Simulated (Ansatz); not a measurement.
# Dielectric response of CaS (001) films, part 4 of 4

How well do thin rocksalt CaS (001) films screen a perpendicular field?

Ansatz 0.2.0; plane-wave DFT, PBEsol, Ansatz PAW.

So far. Step 17 (Response with the atoms relaxed, 10 atoms, units 5): The induced dipole is that of a conductor 13.63 Å thick. Step 18 (Relaxation, 16 atoms, units 8): The gap is 2.25 eV, with the valence edge 4.87 eV and the conduction edge 2.63 eV under the upper vacuum level.

### 19. The series together

Times are for 4 threads of Arm Neoverse V1, shared host. The series side by side:

```csv
no.,units,gap by band count (eV),"ionisation energy, upper face (eV)","electron affinity, upper face (eV)",time,memory (GiB)
1,3,2.400,4.854,2.454,18 s,0.65
2,5,2.298,4.872,2.575,33 s,0.90
3,8,2.246,4.872,2.626,83 s,1.4
```

The valence density, planar mean (3) oscillates, so the rows of the table below give means over windows of 1 Å about each position, cut where the curve ends. Its maxima inside the range that stand out by 2 % of the span (Å: e/Å³): 9.0: 0.749, 11.8: 0.755, 14.7: 0.749. Its minima: 10.5: 0.0842, 13.2: 0.0842.

The runs together. Valence density, planar mean against z; means over each step:

```csv
z (Å),3 (e/Å³),5 (e/Å³),8 (e/Å³)
5,4.7e-5,4.2e-5,3.6e-5
6,6.2e-4,5.7e-4,4.8e-4
7,0.00873,0.00806,0.00681
8,0.136,0.124,0.105
9,0.634,0.622,0.610
10,0.213,0.234,0.261
11,0.252,0.239,0.211
12,0.618,0.621,0.635
13,0.138,0.147,0.160
14,0.388,0.338,0.302
15,0.514,0.558,0.587
16,0.0577,0.114,0.120
17,0.00384,0.450,0.421
18,2.8e-4,0.458,0.486
19,2.1e-5,0.119,0.110
20,1.6e-6,0.584,0.533
21,0,0.301,0.369
22,0,0.0222,0.132
23,0,0.00152,0.617
```

### 20. Single point on the relaxed film, 16 atoms, units 8

The next thickness, treated alike, so that differences show the interior and the faces cancel.

Contents of input.yaml:

```yaml
crystal:
  lattice:
    - [4.02343758, 0.0, 0.0]
    - [0.0, 4.02343758, 0.0]
    - [0.0, 0.0, 37.915]
  atoms:
    - { symbol: Ca, position: [0.5, 0.5, 0.2427979608] }
    - { symbol: S, position: [0.0, 0.0, 0.2402024035] }
    - { symbol: Ca, position: [0.0, 0.0, 0.3144755893] }
    - { symbol: S, position: [0.5, 0.5, 0.3151695306] }
    - { symbol: Ca, position: [0.5, 0.5, 0.3890541065] }
    - { symbol: S, position: [0.0, 0.0, 0.3888452433] }
    - { symbol: Ca, position: [0.0, 0.0, 0.4629365058] }
    - { symbol: S, position: [0.5, 0.5, 0.4630176051] }
    - { symbol: Ca, position: [0.5, 0.5, 0.5370634932] }
    - { symbol: S, position: [0.0, 0.0, 0.5369823953] }
    - { symbol: Ca, position: [0.0, 0.0, 0.6109458922] }
    - { symbol: S, position: [0.5, 0.5, 0.611154757] }
    - { symbol: Ca, position: [0.5, 0.5, 0.6855244106] }
    - { symbol: S, position: [0.0, 0.0, 0.6848304698] }
    - { symbol: Ca, position: [0.0, 0.0, 0.7572020392] }
    - { symbol: S, position: [0.5, 0.5, 0.7597975979] }
kpoints:
  mp_grid: { grid: [8, 8, 1] }
hamiltonian:
  xc: pbesol
scf:
  occupations: { method: fixed }
  convergence: { dr2_threshold: 1.0e-09 }
efield:
  axis: 3
  dipole_correction: true
  ramp_position: 0.97
  ramp_width: 0.06
output:
  eigenvalues: true
  dos: { projected: true, e_range: [-7, 7] }
  write_potential: true
  write_density: true
  volumetric_format: npy
checkpoint:
  write: end8.run
  compress: false
  write_wavefunctions: false
```

Run with:

```bash
$ ansatz run input.yaml --threads 4 --pin off --max-ram 12288MiB --backend cpu --events-out ev --progress --plain --runs-dir out
```

Numbers of over 12 decimals in the logs are rounded to 6 here.

Output:

```text
[...]
Crystal: 16 atoms, lattice volume = 613.770 Å³
Basis set: ecut = 420 eV, 12023 PW (Γ)
Bands: 80, of which v1, the nominal top of the filled ones, is band 64 counted from 1 (63 counted from 0)
Symmetry: 8 space group operations
k-points: 15 of 64
[...]
k-point 0: bands = [... 60 lower, 1.5499, 1.5499, 1.6019, 1.6019, 3.8479, 3.9696, 4.1692, 4.4554, ... 12 higher]
  k-point 1: bands = [... 60 lower, 1.2832, 1.3975, 1.4034, 1.4326, 4.2677, 4.3784, 4.5592, 4.8172, ... 12 higher]
  k-point 2: bands = [... 60 lower, 1.0159, 1.0811, 1.0902, 1.1205, 5.1862, 5.2534, 5.3545, 5.4725, ... 12 higher]
  k-point 14: bands = [... 60 lower, 0.7314, 0.7314, 1.1255, 1.1256, 3.9667, 3.9667, 4.3930, 4.3930, ... 12 higher]
[key lines of the parts left out:]
SCF converged after 9 iterations
Free energy (F): -21463.377017 eV
Fermi energy:    1.601906 eV
Dipole field:    D = 0.000000 V/Å  (p = 0.000002 e·Å, saw-weighted, corrected)
Work function:   Φ+ = 4.8721 eV   Φ− = 4.8721 eV
```

Elapsed: 34 s, on 4 threads of Arm Neoverse V1, shared host; peak memory 1.6 GiB.

Running mean over 2.845 Å of the planar mean; the ramp of the sawtooth is left out. Table of electron's electrostatic potential energy less the highest filled level by z:

```csv
z (Å),electron's electrostatic potential energy less the highest filled level (eV)
4,4.87
5,4.87
6,4.82
7,4.09
8,-0.331
9,-2.55
10,-2.85
11,-2.94
12,-2.70
13,-2.81
14,-2.74
15,-2.68
16,-2.87
17,-2.73
18,-2.71
19,-2.86
20,-2.70
21,-2.74
22,-2.86
23,-2.68
24,-2.76
25,-2.80
26,-2.71
27,-2.98
28,-2.81
29,-2.51
30,0.107
31,4.26
32,4.83
33,4.87
34,4.87
```

The gap is 2.25 eV, with the valence edge 4.87 eV and the conduction edge 2.63 eV under the upper vacuum level.

### 21. Atoms held, 16 atoms, units 8, field 0.1 V/Å

input.yaml: that of step 20 with these lines changed.

```diff
@@ -28,3 +28,3 @@
   occupations: { method: fixed }
-  convergence: { dr2_threshold: 1.0e-09 }
+  convergence: { dr2_threshold: 1.0e-10 }
 efield:
@@ -34,5 +34,4 @@
   ramp_width: 0.06
+  amplitude: 0.1
 output:
-  eigenvalues: true
-  dos: { projected: true, e_range: [-7, 7] }
   write_potential: true
@@ -40,5 +39 @@
   volumetric_format: npy
-checkpoint:
-  write: end8.run
-  compress: false
-  write_wavefunctions: false
```

Output:

```text
[...]
Crystal: 16 atoms, lattice volume = 613.770 Å³
Basis set: ecut = 420 eV, 12023 PW (Γ)
Bands: 80, of which v1, the nominal top of the filled ones, is band 64 counted from 1 (63 counted from 0)
Symmetry: 8 space group operations
k-points: 15 of 64
[...]
k-point 0: bands = [... 60 lower, 1.5148, 1.5148, 1.7256, 1.7256, 3.7947, 3.9784, 4.1826, 4.4607, ... 12 higher]
  k-point 1: bands = [... 60 lower, 1.2592, 1.3542, 1.4519, 1.5722, 4.2107, 4.3865, 4.5735, 4.8217, ... 12 higher]
  k-point 2: bands = [... 60 lower, 1.0111, 1.0121, 1.1937, 1.2591, 5.0906, 5.2309, 5.3275, 5.4351, ... 12 higher]
  k-point 14: bands = [... 60 lower, 0.7807, 0.7807, 0.9511, 1.3046, 3.9452, 3.9452, 4.3984, 4.3984, ... 12 higher]
[key lines of the parts left out:]
SCF converged after 13 iterations
Free energy (F): -21463.385373 eV
Fermi energy:    1.725624 eV
Dipole field:    D = 0.049269 V/Å  (p = 0.167114 e·Å, saw-weighted, corrected)
```

Elapsed: 37 s, on 4 threads; peak memory 1.6 GiB; 2.5 min of CPU time.

The dipole is 0.167 e·Å, and the gap on the mesh 2.069 eV.

### 22. Atoms held, 16 atoms, units 8, field -0.1 V/Å

input.yaml: that of step 21 with these lines changed.

```diff
@@ -34,3 +34,3 @@
   ramp_width: 0.06
-  amplitude: 0.1
+  amplitude: -0.1
 output:
```

Output:

```text
[...]
Crystal: 16 atoms, lattice volume = 613.770 Å³
Basis set: ecut = 420 eV, 12023 PW (Γ)
Bands: 80, of which v1, the nominal top of the filled ones, is band 64 counted from 1 (63 counted from 0)
Symmetry: 8 space group operations
k-points: 15 of 64
[...]
k-point 0: bands = [... 60 lower, 1.5148, 1.5148, 1.7256, 1.7256, 3.7947, 3.9784, 4.1826, 4.4607, ... 12 higher]
  k-point 1: bands = [... 60 lower, 1.2592, 1.3542, 1.4519, 1.5722, 4.2107, 4.3864, 4.5735, 4.8217, ... 12 higher]
  k-point 2: bands = [... 60 lower, 1.0111, 1.0121, 1.1937, 1.2591, 5.0906, 5.2310, 5.3275, 5.4351, ... 12 higher]
  k-point 14: bands = [... 60 lower, 0.7807, 0.7807, 0.9511, 1.3046, 3.9452, 3.9452, 4.3984, 4.3984, ... 12 higher]
[key lines of the parts left out:]
SCF converged after 13 iterations
Free energy (F): -21463.385372 eV
Fermi energy:    1.725629 eV
Dipole field:    D = -0.049267 V/Å  (p = -0.167109 e·Å, saw-weighted, corrected)
```

The job ended after 38 s (4 threads; peak memory 1.6 GiB).

The dipole is -0.167 e·Å, and the gap on the mesh 2.069 eV.

### 23. Response with the atoms held, 16 atoms, units 8

This step: plane-wave DFT, PBEsol, Ansatz PAW; response to a field along the normal, atoms held (Ansatz 0.2.0).

Local field over the applied field, running mean. From the potentials at -0.1 and 0.1 V/Å; running mean over 2.845 Å, taken twice. Table of local field over applied field by z:

z (Å), local field over applied field and a bar from the least value:
```
        5      0.976 ##############################
        6      0.894 ###########################
        7      0.711 ####################
        8      0.466 ###########
        9      0.273 ###
       10      0.188 
       11      0.181 
       12      0.189 
       13      0.194 
       14      0.193 
       15      0.192 
       16      0.192 
       17      0.192 
       18      0.193 
       19      0.193 
       20      0.193 
       21      0.192 
       22      0.192 
       23      0.192 
       24      0.193 
       25      0.193 
       26      0.188 
       27      0.181 
       28      0.191 
       29      0.285 ####
       30      0.487 ###########
       31      0.730 #####################
       32      0.905 ###########################
       33      0.979 ##############################
```

The induced dipole is that of a conductor 18.68 Å thick.

### 24. Field on, atoms free, 16 atoms, units 8, field 0.05 V/Å

This step: plane-wave DFT, PBEsol, Ansatz PAW (Ansatz 0.2.0).

The same pair of relaxations in the field for this thickness.

input.yaml: that of step 22 with these lines changed.

```diff
@@ -34,3 +34,6 @@
   ramp_width: 0.06
-  amplitude: -0.1
+  amplitude: 0.05
+relax:
+  f_tol: 0.0006
+  max_steps: 70
 output:
```

Output:

```text
[...]
Crystal: 16 atoms, lattice volume = 613.770 Å³
Basis set: ecut = 420 eV, 12023 PW (Γ), exchange–correlation on 54×54×512 points (8 copies of the dense FFT grid, shifted against one another)
Bands: 80, of which v1, the nominal top of the filled ones, is band 64 counted from 1 (63 counted from 0)
Symmetry: 8 space group operations
k-points: 15 of 64
[...]
- { symbol: Ca, position: [0, 0.0, 0.462976] }
    - { symbol: S, position: [0.5, 0.5, 0.462987] }
    - { symbol: Ca, position: [0.5, 0.5, 0.537102] }
    - { symbol: S, position: [0, 0.0, 0.536946] }
    - { symbol: Ca, position: [0, 0.0, 0.610982] }
    - { symbol: S, position: [0.5, 0.5, 0.611112] }
    - { symbol: Ca, position: [0.5, 0.5, 0.685548] }
    - { symbol: S, position: [0, 0.0, 0.684807] }
    - { symbol: Ca, position: [0, 0.0, 0.757242] }
    - { symbol: S, position: [0.5, 0.5, 0.759711] }
[key lines of the parts left out:]
SCF converged after 5 iterations
Free energy (F): -21463.379262 eV
Fermi energy:    1.614850 eV
Dipole field:    D = 0.028085 V/Å  (p = 0.095263 e·Å, saw-weighted, corrected)
```

Run time: 82 s. Hardware: 4 threads; peak memory 1.4 GiB; 5.4 min of CPU time.

The relaxation took 4 steps and lowered the energy by 2.9e-4 eV; the largest force on the free atoms ends at 3.0e-4 eV/Å.

The dipole is 0.0953 e·Å, and the gap on the mesh 2.228 eV.

### 25. Relaxing in the field, 16 atoms, units 8, field -0.05 V/Å

The opposite sign, again from the field-free geometry; the difference of the two cancels what relaxes without a field.

input.yaml: that of step 24 with these lines changed.

```diff
@@ -34,3 +34,3 @@
   ramp_width: 0.06
-  amplitude: 0.05
+  amplitude: -0.05
 relax:
```

Output:

```text
[...]
Crystal: 16 atoms, lattice volume = 613.770 Å³
Basis set: ecut = 420 eV, 12023 PW (Γ), exchange–correlation on 54×54×512 points (8 copies of the dense FFT grid, shifted against one another)
Bands: 80, of which v1, the nominal top of the filled ones, is band 64 counted from 1 (63 counted from 0)
Symmetry: 8 space group operations
k-points: 15 of 64
[...]
- { symbol: Ca, position: [0, 0.0, 0.462898] }
    - { symbol: S, position: [0.5, 0.5, 0.463055] }
    - { symbol: Ca, position: [0.5, 0.5, 0.537024] }
    - { symbol: S, position: [0, 0.0, 0.537012] }
    - { symbol: Ca, position: [0, 0.0, 0.610894] }
    - { symbol: S, position: [0.5, 0.5, 0.611193] }
    - { symbol: Ca, position: [0.5, 0.5, 0.685488] }
    - { symbol: S, position: [0, 0.0, 0.684846] }
    - { symbol: Ca, position: [0, 0.0, 0.757125] }
    - { symbol: S, position: [0.5, 0.5, 0.759864] }
[key lines of the parts left out:]
SCF converged after 6 iterations
Free energy (F): -21463.379262 eV
Fermi energy:    1.614894 eV
Dipole field:    D = -0.028088 V/Å  (p = -0.095272 e·Å, saw-weighted, corrected)
```

Wall time 81 s (4 threads); peak memory 1.4 GiB; 5.3 min of CPU time.

The relaxation took 4 steps and lowered the energy by 2.9e-4 eV; the largest force on the free atoms ends at 3.7e-4 eV/Å.

The dipole is -0.0953 e·Å, and the gap on the mesh 2.228 eV.

### 26. Response with the atoms relaxed, 16 atoms, units 8

This step: plane-wave DFT, PBEsol, Ansatz PAW; response to a field along the normal, atoms relaxed (Ansatz 0.2.0).

Local field over the applied field, running mean. From the potentials at -0.05 and 0.05 V/Å; running mean over 2.845 Å, taken twice. Table of local field over applied field by z:

```csv
z (Å),local field over applied field
5,0.975
6,0.870
7,0.663
8,0.366
9,0.155
10,0.0422
11,0.0641
12,0.0845
13,0.108
14,0.0950
15,0.0855
16,0.0826
17,0.0868
18,0.0912
19,0.0929
20,0.0910
21,0.0868
22,0.0822
23,0.0862
24,0.0953
25,0.109
26,0.0801
27,0.0622
28,0.0441
29,0.173
30,0.390
31,0.685
32,0.881
33,0.979
```

The induced dipole is that of a conductor 21.30 Å thick.

### 27. Electronic ε from the series

This step: plane-wave DFT, PBEsol, Ansatz PAW; permittivity from the thickness series, atoms held (Ansatz 0.2.0).

Each added layer adds t(1 − 1/ε) to the dipole term, so the slope against thickness gives ε without a choice of where the film ends.

This step gave:

| Item | Value |
| --- | --- |
| slope | 0.8065 |
| intercept of the fit | 2.789 Å |
| ε of the interior | 5.168 |

Table of equivalent conductor thickness by distance between the outer atoms:

```csv
distance between the outer atoms (Å),equivalent conductor thickness (Å)
5.66,7.35
11.28,11.9
19.70,18.7
```

By hand, from the thinnest and the thickest film: slope = (18.680 − 7.353) / (19.700 − 5.656) = 0.807, so ε = 1/(1 − 0.807) = 5.17.

### 28. Static ε from the series

This step: plane-wave DFT, PBEsol, Ansatz PAW; permittivity from the thickness series, atoms relaxed (Ansatz 0.2.0).

The same fit for the relaxed films. The nearer its slope lies to 1, the more ε hangs on small errors.

This step gave:

* slope: 0.9068
* intercept of the fit: 3.426 Å
* ε of the interior: 10.73

Table of equivalent conductor thickness by distance between the outer atoms:

```csv
distance between the outer atoms (Å),equivalent conductor thickness (Å)
5.66,8.57
11.28,13.6
19.70,21.3
```

By hand, from the thinnest and the thickest film: slope = (21.298 − 8.567) / (19.700 − 5.656) = 0.907, so ε = 1/(1 − 0.907) = 10.7. One nm of such a film has the capacitance of 3.9/10.7 = 0.36 nm of SiO₂ (its equivalent oxide thickness).

### 29. A changed input: crystal.symmetry = {"detect": false}

This step: plane-wave DFT, PBEsol, Ansatz PAW (Ansatz 0.2.0).

System of this step: CaS (001), 3 units. The cell holds 6 atoms: 3 Ca and 3 S. Cell: a = 4.023 Å, b = 4.023 Å, c = 23.690 Å, α = 90.0°, β = 90.0°, γ = 90.0°. It derives from CaS (rocksalt CaS). Vacuum lies along c.

A run with a changed input: it repeats the earlier run at 0.1 V/Å, 3 units with crystal.symmetry to detect: false.

input.yaml, the sections that differ from step 25:

```yaml
crystal:
  lattice:
    - [4.02343758, 0.0, 0.0]
    - [0.0, 4.02343758, 0.0]
    - [0.0, 0.0, 23.69]
  atoms:
    - { symbol: Ca, position: [0.5, 0.5, 0.3843851064] }
    - { symbol: S, position: [0.0, 0.0, 0.3806345789] }
    - { symbol: Ca, position: [0.0, 0.0, 0.4999999993] }
    - { symbol: S, position: [0.5, 0.5, 0.4999999989] }
    - { symbol: Ca, position: [0.5, 0.5, 0.6156148938] }
    - { symbol: S, position: [0.0, 0.0, 0.6193654227] }
  symmetry: { detect: false }
efield:
  axis: 3
  dipole_correction: true
  ramp_position: 0.97
  ramp_width: 0.06
  amplitude: 0.1
# kpoints, hamiltonian, scf, output: as in step 25
# relax: removed
```

Output:

```text
[...]
Crystal: 6 atoms, lattice volume = 383.495 Å³
Basis set: ecut = 420 eV, 7495 PW (Γ)
Bands: 30, of which v1, the nominal top of the filled ones, is band 24 counted from 1 (23 counted from 0)
Symmetry: 1 space group operations
k-points: 34 of 64 (time reversal used)
[...]
SCF iter   1: F=—  HF=-8049.635157 eV  |F-HF|=—  |Δ(HF+E_count)|=         —  Δρ=2.13e-2  dr2=5.16e0  ethr=3.10e-3  p=0.079 e·Å  D=3.74e-2 V/Å  ΔV_dip=-0.89 eV  dr2_dipole=9.64e-4  V_vac-E_F(+/−)=9.72/8.44 eV  ⟨swp⟩=7.7  Hψ=4848  notcnv=0  defer=135
[...]
SCF iter  13: F=-8048.127100 eV  HF=-8048.127100 eV  |F-HF|=3.55e-11  |Δ(HF+E_count)|=  2.05e-10  Δρ=6.30e-8  dr2=1.00e-11  ethr=1.00e-12  p=0.066 e·Å  D=3.10e-2 V/Å  ΔV_dip=-0.74 eV  dr2_dipole=3.47e-15  V_vac-E_F(+/−)=5.53/4.10 eV  ⟨swp⟩=22.2  Hψ=6099  notcnv=0
SCF 1 converged in 13 iterations: F = -8048.127100 eV  dr2 = 1.00e-11
[...]
SCF converged after 13 iterations
[...]
Free energy (F): -8048.127100 eV
[...]
Internal energy: -8048.127100 eV  (E = F + TS)
E sigma→0 (E₀):  -8048.127100 eV
Fermi energy:    -0.957147 eV
Dipole field:    D = 0.031040 V/Å  (p = 0.065784 e·Å, saw-weighted, corrected)
Work function:   not extracted (applied field tilts the vacuum); planar V_es + V_field profile in the machine report
[...]
--- Band table (eV; the first three rows and the last of 34) ---
  k-point 0: bands = [... 20 lower, -1.1882, -1.1882, -0.9571, -0.9571, 1.4309, 2.0792, 2.3868, 2.8676, ... 2 higher]
  k-point 1: bands = [... 20 lower, -1.4243, -1.3576, -1.3095, -1.1101, 1.8357, 2.4136, 2.5682, 3.0203, ... 2 higher]
  k-point 2: bands = [... 20 lower, -1.8515, -1.5732, -1.5237, -1.4275, 2.6675, 2.8437, 3.0300, 3.3416, ... 2 higher]
  k-point 33: bands = [... 20 lower, -1.9827, -1.9827, -1.7337, -1.2673, 1.8142, 1.8142, 3.4664, 3.4664, ... 2 higher]
```

Run time: 15 s. Hardware: 4 threads; peak memory 0.8 GiB.

This step gave:

```
gap on the k-mesh       : 2.388 eV
dipole along the normal : 0.06578 e·Å
```

```csv
quantity,this run,earlier run,difference
dipole along the normal (e·Å),0.06578,0.06578,-6.4e-9
gap on the k-mesh (eV),2.388,2.388,-2.7e-8
```

Nothing in the table moves by 0.01 in its unit (for the dipole 0.5 % and 5e-5 e·Å).

### 30. Varying the input

Another changed input: it repeats the earlier run at 0.1 V/Å, 3 units with scf.occupations.method from fixed to fermi_dirac and scf.occupations.width to 0.01.

input.yaml: that of step 29 with these lines changed.

```diff
@@ -12,3 +12,2 @@
     - { symbol: S, position: [0.0, 0.0, 0.6193654227] }
-  symmetry: { detect: false }
 kpoints:
@@ -18,3 +17,3 @@
 scf:
-  occupations: { method: fixed }
+  occupations: { method: fermi_dirac, width: 0.01 }
   convergence: { dr2_threshold: 1.0e-10 }
```

Output:

```text
[...]
Crystal: 6 atoms, lattice volume = 383.495 Å³
Basis set: ecut = 420 eV, 7495 PW (Γ)
Bands: 30, of which v1, the nominal top of the filled ones, is band 24 counted from 1 (23 counted from 0)
Symmetry: 8 space group operations
k-points: 15 of 64
[...]
SCF iter   1: F=—  HF=-8049.635682 eV  |F-HF|=—  |Δ(HF+E_count)|=         —  Δρ=2.13e-2  dr2=5.14e0  ethr=3.10e-3  p=0.079 e·Å  D=3.74e-2 V/Å  ΔV_dip=-0.89 eV  dr2_dipole=9.53e-4  V_vac-E_F(+/−)=8.22/6.94 eV  ⟨swp⟩=18.4  Hψ=3717  notcnv=0
[...]
SCF iter  11: F=-8048.127100 eV  HF=-8048.127100 eV  |F-HF|=1.50e-10  |Δ(HF+E_count)|=   4.64e-9  Δρ=1.63e-7  dr2=9.93e-11  ethr=1.00e-12  p=0.066 e·Å  D=3.10e-2 V/Å  ΔV_dip=-0.74 eV  dr2_dipole=6.54e-14  V_vac-E_F(+/−)=4.33/2.90 eV  ⟨swp⟩=20.1  Hψ=2734  notcnv=0
SCF 1 converged in 11 iterations: F = -8048.127100 eV  dr2 = 9.93e-11
[...]
SCF converged after 11 iterations
Free energy (F): -8048.127100 eV
[...]
Internal energy: -8048.127100 eV  (E = F + TS)
E sigma→0 (E₀):  -8048.127100 eV
Fermi energy:    0.240338 eV
Dipole field:    D = 0.031040 V/Å  (p = 0.065784 e·Å, saw-weighted, corrected)
Work function:   not extracted (applied field tilts the vacuum); planar V_es + V_field profile in the machine report
[...]
--- Band table (eV; the first three rows and the last of 15) ---
  k-point 0: bands = [... 20 lower, -1.1882, -1.1882, -0.9571, -0.9571, 1.4309, 2.0792, 2.3868, 2.8676, ... 2 higher]
  k-point 1: bands = [... 20 lower, -1.4243, -1.3576, -1.3095, -1.1101, 1.8357, 2.4136, 2.5682, 3.0203, ... 2 higher]
  k-point 2: bands = [... 20 lower, -1.8515, -1.5732, -1.5237, -1.4275, 2.6675, 2.8437, 3.0300, 3.3416, ... 2 higher]
  k-point 14: bands = [... 20 lower, -1.9827, -1.9827, -1.7337, -1.2673, 1.8142, 1.8142, 3.4664, 3.4664, ... 2 higher]
```

It took 7 s on 4 threads; peak memory 0.66 GiB.

```csv
quantity,this run,earlier run,difference
dipole along the normal (e·Å),0.06578,0.06578,-1.5e-7
gap on the k-mesh (eV),2.388,2.388,1.5e-6
```

Nothing in the table moves by 0.01 in its unit (for the dipole 0.5 % and 5e-5 e·Å). The run took 11 SCF cycles against 13.

### 31. What came out

| Property | Result |
| --- | --- |
| electronic ε from the thickness series | 5.17 |
| static ε from the thickness series | 10.7 |
| local electronic ε, middle of 8 units | 5.19 |

What this shows: The films give an electronic ε of 5.17 and a static ε of 10.7. The slope of the series and the field inside the thickest film give 5.17 and 5.19, in agreement. Ions raise ε from 5.17 to 10.7. The in-plane lattice constants are held at typed bulk values. Semilocal functionals tend to overestimate the electronic ε a little.

[Logs are printed without paths, hosts, clocks, repeated set-up lines and the standing remarks that a program may print on its own settings, such as how far it seeks lower states.]

[Hosts, paths, dates, database ids (printed as entryN), source tags and the programs' standing remarks are cut or masked in the printed files.]

[Maps of the electrostatic potential energy from Ansatz leave out the sawtooth potential of an applied field or a dipole correction, so their vacuum need not be flat; planar profiles and work functions include it.]
